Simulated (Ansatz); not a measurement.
A relaxation computed with Ansatz, from input to last step.

```yaml
crystal:
  lattice:
    - [2.697531927, 0.0, 0.0]
    - [-1.3487659635, 2.3361311763, 0.0]
    - [0.0, 0.0, 4.3431820577]
  atoms:
    - { symbol: Rh, position: [0.6666666667, 0.3333333333, 0.75] }
    - { symbol: Rh, position: [0.3333333333, 0.6666666667, 0.25] }
basis:
  ecutwfc: 420
kpoints:
  mp_grid: { grid: [18, 18, 10] }
hamiltonian:
  xc: pbesol
scf:
  occupations: { method: gaussian, width: 0.1 }
output:
  forces: true
  stress: true
  eigenvalues: true
  write_density: true
  write_potential: true
  elf: true
  volumetric_format: npy
relax:
  adjacent_minimum: "off"
  f_tol: 0.008
  max_steps: 50
  cell: { stress_tol: 0.08, p_target: -1.0 }
```

```bash
ansatz run input.yaml --threads 1 --pin off --max-ram 2560MiB --backend cpu --events-out ev --progress --plain --runs-dir out
```

Computed with DFT PBEsol, scalar-relativistic, plane waves, PAW (Ansatz).

Of 4 frames 3 are shown, positions in Å and forces in eV/Å; the SCF threshold varies from step to step. Steps run on the plane waves of an earlier cell, with a Pulay correction in the pressure. The basis is chosen afresh for the last frame, the zero of the energies, and at times for earlier ones too; energy and pressure step there, also at an unchanged geometry. The relaxation lowers the enthalpy F + PV at the target pressure, so the free energy itself can rise.

```xyz
2
Lattice="2.6975 0.0000 0.0000 -1.3488 2.3361 0.0000 0.0000 0.0000 4.3432" Properties=species:S:1:pos:R:3:forces:R:3 pbc="T T T" step=1 free_energy_over_end_meV_per_atom=1.02 pressure_GPa=-2.80
Rh    1.3488    0.7787    3.2574    0.0000    0.0000    0.0000
Rh    0.0000    1.5574    1.0858    0.0000    0.0000    0.0000
2
Lattice="2.6868 0.0000 0.0000 -1.3434 2.3268 0.0000 0.0000 0.0000 4.3261" Properties=species:S:1:pos:R:3:forces:R:3 pbc="T T T" step=2 free_energy_over_end_meV_per_atom=-0.19 pressure_GPa=0.63
Rh    1.3434    0.7756    3.2446    0.0000    0.0000    0.0000
Rh    0.0000    1.5512    1.0815    0.0000    0.0000    0.0000
2
Lattice="2.6919 0.0000 0.0000 -1.3460 2.3313 0.0000 0.0000 0.0000 4.3339" Properties=species:S:1:pos:R:3:forces:R:3 pbc="T T T" step=4 free_energy_over_end_meV_per_atom=0.00 pressure_GPa=-1.02
Rh    1.3460    0.7771    3.2504    0.0000    0.0000    0.0000
Rh    0.0000    1.5542    1.0835    0.0000    0.0000    0.0000
```

Time: 14 s on 1 thread of Intel(R) Xeon(R) 6975P-C (Granite Rapids) (shared host), peak memory 0.45 GiB.